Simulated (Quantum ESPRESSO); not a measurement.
**Ge under changes of volume**

One of the cells (39.048 Å³/atom); the others are scaled copies at fixed shape and fractional positions:

```
Ge
1.0
     4.05040    0.00000    0.00000
    -2.02520    3.50775    0.00000
     0.00000    0.00000   10.99336
Ge
4
Direct
  0.66667 0.33333 0.41485
  0.33333 0.66667 0.91485
  0.00000 0.00000 0.47745
  0.00000 0.00000 0.97745
```

This isn't the form of Ge at room conditions, which is diamond.

```yaml
Program: Quantum ESPRESSO 7.5
Functional: LDA
Potentials_or_basis: GBRV 1.5 LDA
Cutoff: 612 eV
Density_cutoff: 4898 eV
k_mesh: 8 × 8 × 3
Occupations: fermi-dirac, width 0.05 eV
Spin: no spin polarisation
```

```csv
volume (Å³/atom),energy over the lowest point (meV/atom),pressure (GPa),gap on the mesh (eV),largest force (eV/Å)
36.705,0.00,-0.9,0.70,0.117
37.486,5.62,-1.6,0.69,0.175
38.267,14.17,-2.1,0.67,0.225
39.048,25.30,-2.6,0.55,0.271
39.829,38.73,-3.1,0.44,0.314
40.610,54.16,-3.4,0.34,0.354
41.391,?,?,?,?
```

What does the run at 41.391 Å³/atom give?

Energy over the lowest point 71.35 meV/atom; pressure -3.8 GPa; gap on the mesh 0.25 eV; largest force 0.393 eV/Å.

Worked out: A Birch-Murnaghan fit of order 3 (a polynomial in V^(-2/3)) to the other rows has its minimum at 35.82 Å³/atom, just outside them, with B0 = V·E''(V) = 36 GPa and B' = 4.7 at fixed shape and positions, which overstates the stiffness. It gives 71.37 meV/atom at 41.391 Å³/atom, against the run's 71.35, and -dE/dV = -3.7 GPa, against -3.8. A parabola through the other rows of the gap, of slope -8.99 eV per unit of ln V there, extrapolates to 0.17 eV, against the run's 0.25. The fit is too stiff a form for this range.

Energies are extrapolated to zero smearing.

Caveats: an odd mesh through Γ misses points on the zone boundary, where band edges often lie. Spin-orbit coupling on Ge is left out.
